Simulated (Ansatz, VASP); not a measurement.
**Al27N26 (V_N) in two plane-wave programs**

One calculation is typed for both programs; each brings its own data sets. How far apart do they land? The cell is taken from a series of runs on this material, whose earlier steps may have relaxed, scaled, displaced or heated it; both programs get it as it stands.

Program: Ansatz 0.2.0. Level of theory: plane waves, with VASP 6.6.1 beside it; single point at r2SCAN. Results are calculated unless marked as measured.

## 1. Set-up

The cell holds 53 atoms: 27 Al and 26 N. Its edges and angles: a = 9.408 Å, b = 9.408 Å, c = 9.408 Å, α = 60.0°, β = 60.0°, γ = 60.0°. It derives from AlN (AlN (F-43m)). Nearest the centre at fractional (0.417, 0.417, 0.417): Al23 at 2.01 Å, Al15 at 2.01 Å, Al17 at 2.01 Å, Al14 at 2.02 Å, N46 at 3.13 Å, N39 at 3.13 Å, N38 at 3.13 Å, N48 at 3.13 Å.

As a file:

```cif
data_structure
_symmetry_space_group_name_H-M 'P 1'
_symmetry_Int_Tables_number 1
_cell_length_a 9.4081
_cell_length_b 9.4081
_cell_length_c 9.4081
_cell_angle_alpha 60.000
_cell_angle_beta 60.000
_cell_angle_gamma 60.000
_cell_volume 588.82
loop_
_atom_site_label
_atom_site_type_symbol
_atom_site_fract_x
_atom_site_fract_y
_atom_site_fract_z
_atom_site_occupancy
Al1 Al 0.99931 0.99996 0.99959 1
Al2 Al 0.00028 0.00097 0.33236 1
Al3 Al 0.99928 0.99995 0.66697 1
Al4 Al 0.00029 0.33275 0.00055 1
Al5 Al 0.99994 0.33304 0.33262 1
Al6 Al 0.99889 0.33251 0.66706 1
Al7 Al 0.99929 0.66736 0.99957 1
Al8 Al 0.99889 0.66745 0.33213 1
Al9 Al 0.99878 0.66764 0.66728 1
Al10 Al 0.33210 0.00093 0.00057 1
Al11 Al 0.33233 0.00065 0.33263 1
Al12 Al 0.33186 0.99952 0.66707 1
Al13 Al 0.33234 0.33301 0.00023 1
Al14 Al 0.32854 0.32923 0.32882 1
Al15 Al 0.32905 0.32964 0.67833 1
Al16 Al 0.33186 0.66743 0.99916 1
Al17 Al 0.32901 0.67875 0.32930 1
Al18 Al 0.33194 0.66752 0.66715 1
Al19 Al 0.66667 0.99995 0.99958 1
Al20 Al 0.66677 0.99952 0.33215 1
Al21 Al 0.66701 0.99940 0.66727 1
Al22 Al 0.66678 0.33251 0.99917 1
Al23 Al 0.67802 0.32969 0.32929 1
Al24 Al 0.66687 0.33260 0.66715 1
Al25 Al 0.66701 0.66765 0.99904 1
Al26 Al 0.66687 0.66753 0.33222 1
Al27 Al 0.66617 0.66679 0.66644 1
N28 N 0.08309 0.08374 0.08332 1
N29 N 0.08312 0.08381 0.41650 1
N30 N 0.08311 0.08375 0.74990 1
N31 N 0.08313 0.41692 0.08336 1
N32 N 0.08305 0.41712 0.41668 1
N33 N 0.08284 0.41741 0.74931 1
N34 N 0.08311 0.75031 0.08334 1
N35 N 0.08279 0.74978 0.41700 1
N36 N 0.08311 0.75030 0.74988 1
N37 N 0.41626 0.08379 0.08338 1
N38 N 0.41645 0.08374 0.41669 1
N39 N 0.41677 0.08342 0.74937 1
N40 N 0.41645 0.41710 0.08330 1
N41 N 0.41655 0.41720 0.74969 1
N42 N 0.41676 0.74973 0.08308 1
N43 N 0.41655 0.75016 0.41680 1
N44 N 0.41640 0.75031 0.74992 1
N45 N 0.74967 0.08374 0.08334 1
N46 N 0.74909 0.08347 0.41700 1
N47 N 0.74964 0.08375 0.74989 1
N48 N 0.74911 0.41740 0.08304 1
N49 N 0.74942 0.41722 0.41679 1
N50 N 0.74968 0.41702 0.74991 1
N51 N 0.74964 0.75029 0.08335 1
N52 N 0.74968 0.75031 0.41663 1
N53 N 0.74973 0.75035 0.74997 1
```

## 2. Ansatz: single point, r2SCAN

Ansatz runs on its PAW soft_1 files.

With cell and atoms fixed, the geometry can't cause a difference; cores, projectors, grids and the points listed under the comparison can.

Input file input.yaml:

```yaml
crystal:
  checkpoint: "../qp1.relax.run"
  host: checkpoint
basis:
  ecutwfc: 500
  xc_grid: 2
hamiltonian:
  xc: r2scan
  pseudopotentials: { kind: paw, azcp: { folder: soft_1 } }
kpoints:
  mp_grid: { grid: [2, 2, 2], shift: [0.5, 0.5, 0.5] }
scf:
  occupations: { method: fermi_dirac, width: 0.01 }
  max_iter: 80
output:
  forces: true
  eigenvalues: true
  charged_corrections: { defect_position: [0.416667, 0.416667, 0.416667] }
checkpoint:
  read: "../qp1.relax.run"
  write: "../qp1.point_neutral.run"
  compress: false
  write_wavefunctions: false
  write_every: 100000
magnetization:
  spin_polarized: true
  initial_magnetization: 1
  spin_locking: { lock_magnetization: hard }
```

Command:

```console
ansatz run input.yaml --threads 4 --pin off --max-ram 7536MiB --backend cpu --events-out ev --progress --plain --runs-dir out
```

Numbers of over 12 decimals in the logs are rounded to 6 here.

The log of the run:

```text
Warning: This run holds its total moment fixed (magnetization.spin_locking.lock_magnetization: hard) and mixes its density by anderson or broyden (scf.mixing.algorithm, typed or taken by auto). Slabs with a fixed moment have converged under broyden above another state at the same moment, at the default mixing steps and at smaller ones, and under scf.lower_state_search: standard, light or off a state that such a mixer [...]
checkpoint.read: neither the saved density nor the saved orbitals are used: the state is of another total charge, and does not settle where this run's electrons and spins go. The run starts from its atoms. Which states do: the manual's quickstart, A charge series.
crystal.checkpoint: the structure is that of <dir>, a `relax` run, at its step 6: its result, under r2scan at a charge of 1 e; 53 atoms read, 0 with a starting moment; this deck's charge is 0 e; no density is read with it (checkpoint.read); crystal.structure_sha256 for this input is
Engine: ansatz 0.2.0, aarch64-unknown-linux-gnu
Pseudopotentials: kind: paw
Pseudopotential: Al, paw, valence charge 3, recommended cutoff 500 eV (meta_gga), soft_1/Al.paw.azcp
Pseudopotential: N, paw, valence charge 5, recommended cutoff 500 eV (meta_gga), soft_1/N.paw.azcp
Functional definition: r2SCAN
  parameter k0 = 0.174
  parameter k1 = 0.065
  parameter a1 = 4.9479
  exchange = r2scan_x(k0 = k0, k1 = k1, a1 = a1)
  correlation = r2scan_c
Crystal: 53 atoms, lattice volume = 588.824 Å³
Basis set: ecut = 500 eV, 15065 PW (Γ), exchange–correlation on 144×144×144 points (8 copies of the dense FFT grid, shifted against one another)
Bands: 159, of which v1, the nominal top of the filled ones, is band 106 counted from 1 (105 counted from 0)
Symmetry: 1 space group operations
Space group: P1 (ITA 1), of the structure as read, at distance tolerance 8.4e-5 Å
Magnetic group: BNS 1.1 (UNI 1), of the structure as read, at distance tolerance 8.4e-5 Å
k-points: 4 of 8 (time reversal used)
Non-local potential: Al, projectors of the file, l = 0: 2, l = 1: 2, l = 2: 1
Non-local potential: N, projectors of the file, l = 0: 2, l = 1: 2, l = 2: 1
PAW form: soft (Blöchl's): semilocal exchange-correlation on the pseudo side does not see the compensation charge
PAW frozen core: Al, regenerated for the run's functional (the file was generated under x = pbe(κ = 0.804, μ = 0.219515), c = pbe(β = 0.066725))
PAW frozen core: N, regenerated for the run's functional (the file was generated under x = pbe(κ = 0.804, μ = 0.219515), c = pbe(β = 0.066725))
PAW one-centre angular grid: Al, 302 points (default); XC on 160 Gauss nodes
PAW one-centre angular grid: N, 302 points (default); XC on 160 Gauss nodes
Initial density: superposition of atomic densities (chi_scale 0.1, normalization cell, long waves kept (reshape's long-wave potential 0.15 eV rms))
Starting moments: Σ|m| = 1 μB on 53 of 53 sites
Initial wavefunctions: pseudopotential atomic-orbital guess
Functional: x = r2scan, c = r2scan; τ floored in thin density (d = 2e-4 eV/Å³)
SCF iter   1: F=—  HF=-24700.386242 eV  |F-HF|=—  |Δ(HF+E_count)|=         —  Δρ=6.26e-2 (↑6.16e-2 ↓6.26e-2)  dr2=1.16e2  dr2_τ=3.25e0  dr2_m=7.19e-3  M=1.000 μB ∫|m|=1.000 μB  β_m=1.20  ethr=3.10e-3  ⟨swp⟩=5.2  Hψ=5108  notcnv=0  defer=208
preconditioner: auto → Resta (q_TF=auto, 2.299 Å⁻¹)  ε∞=3.3  [insulator: Δε(μ)=0.166 eV  Ē_g=14.694 eV  σ=0.010 eV  W_gap=1.00  n_scr=112 (ndim 8)  ℏωp=22.2 eV  f_vac=0.000  D(μ)=0.04/eV (n_scr^D=0)  ε∞_Penn≈3.3]
spin=Collinear: Resta preconditioning applied to the charge; magnetization (m = ρ↑ − ρ↓) channel mixes plain (no charge-response kernel on spin).
SCF iter   2: F=—  HF=-24677.880012 eV  |F-HF|=—  |Δ(HF+E_count)|=    2.25e1  Δρ=3.15e-2 (↑3.14e-2 ↓3.15e-2)  dr2=2.95e1  dr2_τ=2.70e-1  dr2_m=5.48e-4  M=1.000 μB ∫|m|=1.021 μB  β_m=1.20  ethr=3.10e-3  ⟨swp⟩=3.0  Hψ=2382  notcnv=0  defer=386  κ⁻¹=1.0e0(r=1)
SCF iter   3: F=—  HF=-24675.064650 eV  |F-HF|=—  |Δ(HF+E_count)|=    2.82e0  Δρ=1.67e-2 (↑1.67e-2 ↓1.67e-2)  dr2=4.07e0  dr2_τ=4.14e-2  dr2_m=2.63e-4  M=1.000 μB ∫|m|=1.053 μB  β_m=1.20  ethr=3.10e-3  ⟨swp⟩=2.2  Hψ=2315  notcnv=0  defer=390  κ⁻¹=5.7e-2(r=2)
SCF iter   4: F=—  HF=-24675.505116 eV  |F-HF|=—  |Δ(HF+E_count)|=   4.40e-1  Δρ=1.09e-2 (↑1.09e-2 ↓1.09e-2)  dr2=1.46e0  dr2_τ=1.99e-2  dr2_m=1.15e-4  M=1.000 μB ∫|m|=1.054 μB  β_m=1.20  ethr=1.93e-3  ⟨swp⟩=2.0  Hψ=1496  notcnv=0  defer=390  κ⁻¹=6.2e-3(r=3)
[...]
atom   3  Al     0.02375741     0.02538869    -0.25148077
  atom   4  N     -0.01787805    -0.03862039    -0.01288382
  atom   5  Al     0.03605519     0.05038567     0.03020057
  atom   6  N     -0.04429238    -0.03687454    -0.10665891
  atom   7  Al     0.02330684    -0.25283709     0.02826509
  atom   8  N     -0.01722121    -0.00937576    -0.04124014
  atom   9  Al     0.12670798     0.02685527     0.02838801
  atom  10  N     -0.02759554    -0.18015016    -0.18420446
  atom  11  Al     0.06308305     0.12498320     0.22299581
  atom  12  N      0.20036443     0.03553652    -0.37713566
  atom  13  Al     0.03538340     0.02692309     0.05253584
  atom  14  N     -0.04410546    -0.10280339    -0.04017736
  atom  15  Al     0.06501596     0.22012897     0.12832648
  atom  16  N      0.19805202    -0.37109358     0.03211681
  atom  17  Al    -0.28509792     0.12830704     0.13377125
  atom  18  N      0.08767079    -0.03456092    -0.03806614
  atom  19  Al    -0.16481505     0.02311137     0.02399123
  atom  20  N     -0.04805048    -0.04358908    -0.04606215
  atom  21  Al     0.02766355     0.18741565     0.02274404
  atom  22  N     -0.21345901    -0.03111411    -0.33120890
  atom  23  Al     0.05747089    -0.00078024     0.22336339
  atom  24  N      0.03406437     0.16943405    -0.24219716
  atom  25  Al     0.02752355     0.01928158     0.18840605
  atom  26  N     -0.21247442    -0.32563575    -0.03414753
[...]
atom  46  Al     0.01412156    -0.12763844    -0.03060983
  atom  47  N     -0.04136245    -0.06902749    -0.02510496
  atom  48  Al     0.02574726     0.11210781    -0.19256665
  atom  49  N     -0.02777266    -0.04387089     0.03722535
  atom  50  Al     0.01616797    -0.03349675    -0.12500150
  atom  51  N     -0.04167046    -0.02169682    -0.07286778
  atom  52  Al     0.04428068     0.04284150     0.04662110
  atom  53  N     -0.02923183    -0.04998440    -0.05143976
  max |Σ_I F_I| component: 8.94e-3 eV/Å
--- Band table (eV; the first three rows and the last of 8) ---
  k-point 0 ↑: bands = [... 102 lower, 5.9613, 5.9641, 6.7664, 10.4777, 10.8746, 10.9466, 10.9663, 11.0744, ... 49 higher]
  k-point 1 ↑: bands = [... 102 lower, 5.8178, 5.9235, 7.1267, 10.1760, 10.4640, 10.6700, 10.7883, 11.4512, ... 49 higher]
  k-point 2 ↑: bands = [... 102 lower, 5.8177, 5.9242, 7.1267, 10.1756, 10.4638, 10.6707, 10.7883, 11.4512, ... 49 higher]
  k-point 3 ↓: bands = [... 102 lower, 5.8246, 5.9352, 7.3207, 10.3942, 10.7463, 10.9638, 11.0533, 11.6014, ... 49 higher]
```

Reading the cycles: dr2 is the Hartree energy of the density residual (eV), the measure of convergence; HF is the Harris–Foulkes estimate of the energy, which meets the free energy F at convergence.

## 3. VASP: single point, r2SCAN

The same cell, functional, mesh and smearing now go to VASP, with its own data sets.

Lines of VASP's logs that name or quote its potential files are left out, and so is its time.

Input file INCAR:

```
SYSTEM = Al27N26
PREC = Accurate
ENCUT = 580
EDIFF = 1E-06
NELM = 200
ISMEAR = -1
SIGMA = 0.01
LREAL = Auto
ALGO = Normal
METAGGA = R2SCAN
LASPH = .TRUE.
NBANDS = 144
ISPIN = 2
MAGMOM = 0 0 0 0 0 0 0 0 0 0 0 0 0 0.01 0.01 0 0.01 0 0 0 0 0 0.01 0 0 0 0 -0 -0 0 -0 -0 0.01 0 0.01 0 -0 0 0 0 0.01 0 0.01 -0 0 0.01 0 0.01 0 -0 0 -0 -0
LORBIT = 11
LWAVE = .FALSE.
LCHARG = .FALSE.
ISIF = 2
ISYM = 0
NUPDOWN = 1
GGA_COMPAT = .FALSE.
LMIXTAU = .TRUE.
KPAR = 4
```

Input file POSCAR:

```
Al27N26
1.0
    0.0000000000      6.6525027110      6.6525027110
    6.6525027110      0.0000000000      6.6525027110
    6.6525027110      6.6525027110      0.0000000000
Al N
27 26
Direct
    0.9993062255      0.9999577179      0.9995923010
    0.0002783091      0.0009712994      0.3323575779
    0.9992841069      0.9999539819      0.6669691006
    0.0002940078      0.3327498569      0.0005470816
    0.9999377250      0.3330381215      0.3326195295
    0.9988875203      0.3325132709      0.6670611971
    0.9992856639      0.6673586893      0.9995690285
    0.9988858893      0.6674504496      0.3321316706
    0.9987804686      0.6676418583      0.6672767697
    0.3320960267      0.0009344986      0.0005663666
    0.3323259553      0.0006515357      0.3326286056
    0.3318589109      0.9995212455      0.6670658627
    0.3323448123      0.3330105097      0.0002342918
    0.3285447338      0.3292285886      0.3288236476
    0.3290492966      0.3296382218      0.6783325338
    0.3318630906      0.6674268242      0.9991613976
    0.3290105897      0.6787508974      0.3293011983
    0.3319448307      0.6675171033      0.6671546063
    0.6666725636      0.9999510300      0.9995825431
    0.6667729978      0.9995210050      0.3321494964
    0.6670119668      0.9994039543      0.6672742903
    0.6667768926      0.3325051820      0.9991742809
    0.6780237443      0.3296926757      0.3292870940
    0.6668676386      0.3325993402      0.6671511038
    0.6670067676      0.6676474012      0.9990398508
    0.6668652887      0.6675325388      0.3322242342
    0.6661654308      0.6667907467      0.6664397998
    0.0830905678      0.0837425774      0.0833168250
    0.0831218089      0.0838137071      0.4164965625
    0.0831088254      0.0837503204      0.7498980956
    0.0831324821      0.4169193258      0.0833622833
    0.0830522273      0.4171193203      0.4166794117
    0.0828415122      0.4174107016      0.7493059993
    0.0831084797      0.7503104745      0.0833374107
    0.0827900181      0.7497819262      0.4169993530
    0.0831123973      0.7502977270      0.7498800118
    0.4162589723      0.0837915993      0.0833805294
    0.4164516488      0.0837397234      0.4166903474
    0.4167735497      0.0834237723      0.7493651196
    0.4164514610      0.4171008785      0.0833020427
    0.4165544051      0.4172027432      0.7496935843
    0.4167574970      0.7497324561      0.0830828324
    0.4165454383      0.7501564054      0.4168015783
    0.4164007747      0.7503077131      0.7499227012
    0.7496695224      0.0837400404      0.0833379619
    0.7490855984      0.0834693263      0.4169971408
    0.7496423492      0.0837493526      0.7498886453
    0.7491053364      0.4174043696      0.0830364485
    0.7494221648      0.4172184924      0.4167925691
    0.7496792812      0.4170249084      0.7499103694
    0.7496397968      0.7502868367      0.0833530830
    0.7496774722      0.7503123468      0.4166304402
    0.7497300985      0.7503492855      0.7499706114
```

Input file KPOINTS:

```
Points of the shifted mesh
8
Reciprocal
 0.2500000000  0.2500000000  0.2500000000 1
 0.2500000000  0.2500000000  0.7500000000 1
 0.2500000000  0.7500000000  0.2500000000 1
 0.2500000000  0.7500000000  0.7500000000 1
 0.7500000000  0.2500000000  0.2500000000 1
 0.7500000000  0.2500000000  0.7500000000 1
 0.7500000000  0.7500000000  0.2500000000 1
 0.7500000000  0.7500000000  0.7500000000 1
```

Potentials, in the order of the species: Al and N (PBE family, release 64).

Command:

```console
mpirun -np 8 vasp_std
```

The log of the run:

```text
[banner, memory and clock lines left out]
running    8 mpi-ranks, on    1 nodes
[...]
|                                                                             |
|           W    W    AA    RRRRR   N    N  II  N    N   GGGG   !!!           |
|           W    W   A  A   R    R  NN   N  II  NN   N  G    G  !!!           |
|           W    W  A    A  R    R  N N  N  II  N N  N  G       !!!           |
|           W WW W  AAAAAA  RRRRR   N  N N  II  N  N N  G  GGG   !            |
|           WW  WW  A    A  R   R   N   NN  II  N   NN  G    G                |
|           W    W  A    A  R    R  N    N  II  N    N   GGGG   !!!           |
|                                                                             |
|     For optimal performance we recommend to set                             |
|       NCORE = 2 up to number-of-cores-per-socket                            |
|     NCORE specifies how many cores store one orbital (NPAR=cpu/NCORE).      |
|     This setting can greatly improve the performance of VASP for DFT.       |
[...]
|                                                                             |
|     You enforced a specific xc type in the INCAR file but a different       |
|     [... a line on the potential file left out ...]
|     I HOPE YOU KNOW WHAT YOU ARE DOING!                                     |
|                                                                             |

 LDA part: xc-table for (None), standard interpolation
 POSCAR, INCAR and KPOINTS ok, starting setup
[...]
entering main loop
       N       E                     dE             d eps       ncg     rms          rms(c)
DAV:   1     0.831031517498E+03    0.83103E+03   -0.10604E+05  4608   0.148E+03
DAV:   2    -0.503027270029E+03   -0.13341E+04   -0.12709E+04  5768   0.291E+02
DAV:   3    -0.613121091923E+03   -0.11009E+03   -0.10909E+03  5608   0.899E+01
DAV:   4    -0.614930606138E+03   -0.18095E+01   -0.17994E+01  5392   0.122E+01
[...]
DAV:  35    -0.501220617951E+03    0.70458E-05   -0.13623E-05  6064   0.110E-02    0.331E-02
DAV:  36    -0.501220612894E+03    0.50567E-05   -0.22180E-05  5776   0.143E-02    0.151E-02
DAV:  37    -0.501220612764E+03    0.12964E-06   -0.25060E-06  3200   0.534E-03
   1 F= -.50122061E+03 E0= -.50121821E+03  d E =-.479608E-02  mag=     1.0000
```

OUTCAR, selected parts (step 3):

```text
  FREE ENERGIE OF THE ION-ELECTRON SYSTEM (eV)
  ---------------------------------------------------
  free  energy   TOTEN  =      -501.2206127644 eV

  energy  without entropy=     -501.2158166881  energy(sigma->0) =     -501.21821473

 magnetization (x)
# of ion       s       p       d       tot
------------------------------------------
    1        0.000   0.002   0.000   0.003
    2        0.003   0.005   0.000   0.008
    3        0.001   0.002   0.000   0.003
    4        0.003   0.005   0.000   0.008
    5        0.001   0.003   0.000   0.004
    6        0.000   0.002   0.000   0.003
    7        0.001   0.002   0.000   0.003
    8        0.000   0.002   0.000   0.003
    9        0.000   0.002   0.000   0.002
   10        0.003   0.005   0.000   0.008
   11        0.001   0.003   0.000   0.004
   12        0.000   0.002   0.000   0.003
   13        0.001   0.003   0.000   0.004
[...]
--------------------------------------------------
tot          0.101   0.107   0.000   0.208
```

The run ends at a pressure of -8.12 GPa, with forces up to 0.80 eV/Å.

## 4. Differences

Known differences besides the potentials themselves: VASP starts from the moments at which Ansatz ended; VASP keeps PBE cores, Ansatz makes them for the functional; the cutoff is 500 eV in Ansatz and 580 eV in VASP (PREC = Accurate, projectors in real space). Total energies have different zeros and are not compared.

Compared:

| quantity | Ansatz | VASP | difference |
| --- | --- | --- | --- |
| total moment, fixed by the input (μB) | 1.00 | 1.00 | 0.00 |

Forces on 7 of the 53 atoms, those with the largest forces and the largest differences (eV/Å; atoms numbered as in POSCAR):

| atom | Ansatz x, y, z | VASP x, y, z |
| --- | --- | --- |
| Al14 | 0.261, 0.561, 0.562 | 0.460, 0.462, 0.464 |
| Al15 | -0.210, -0.534, 0.461 | -0.426, -0.426, 0.334 |
| Al17 | -0.210, 0.459, -0.533 | -0.427, 0.332, -0.426 |
| Al23 | 0.148, -0.533, -0.533 | 0.330, -0.425, -0.426 |
| N33 | 0.200, 0.036, -0.377 | 0.239, 0.030, -0.303 |
| N35 | 0.198, -0.371, 0.032 | 0.237, -0.297, 0.026 |
| N46 | -0.268, 0.321, 0.035 | -0.299, 0.238, 0.026 |

The forces differ by 52 meV/Å r.m.s., which is 30.9 % of the r.m.s. force of 0.170 eV/Å (both taken over all components).

## 5. Results

```yaml
r_m_s_force_difference_single_point_r2scan: 52 meV/Å
```

In words: The r.m.s. force difference is 52 meV/Å (single point, r2SCAN), beyond the 12 meV/Å picked in this series as the mark of a large difference. What causes the difference of the single point, r2SCAN pair stays open here. Such differences can come from data sets, numerical settings and the points named under the comparisons, not from the functional's error against experiment.

[Lines on the potential files, build, host, timing and source positions are cut from VASP's logs without a mark.]

[Logs are printed without paths, hosts, clocks, repeated set-up lines and the standing remarks that a program may print on its own settings, such as how far it seeks lower states.]

[Hosts, paths, dates, database ids (printed as entryN), source tags and the programs' standing remarks are cut or masked in the printed files.]
